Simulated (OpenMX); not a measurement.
The system is Nb.

```
Nb
1.0
    -0.04103    2.19338    2.10885
     2.04640    0.04981    2.01800
     2.12625    2.18239   -0.03004
Nb
1
Direct
  0.03008 0.99603 0.99978
```

The cell isn't the ideal one: cell strained at random at fixed volume.

Base run:

- Program: OpenMX 3.8.5
- Functional: PBE
- Potentials or basis: OpenMX 2013 PBE set, Nb7.0-s3p2d2, grid cutoff 160 Ry
- k mesh: 11 × 11 × 11
- Occupations: fermi-dirac, width 0.05 eV
- Spin: no spin polarisation

Its results: band gap on the k mesh none (metal or under the smearing width); pressure 0.3 GPa.

Task: The run is repeated on the same cell with these changes: potentials or basis from OpenMX 2013 PBE set, Nb7.0-s3p2d2, grid cutoff 160 Ry to OpenMX 2013 PBE set, Nb7.0-s3p2d1, grid cutoff 350 Ry. What comes out?

Result: Band gap on the k mesh none (metal or under the smearing width); pressure -0.9 GPa.

Caveats: the basis of atomic orbitals isn't converged, which shifts pressures, moduli and gaps; the real-space grid is coarse for these elements, which adds noise of up to some 20 meV/atom to energies and shifts forces, pressures and volumes (some runs).
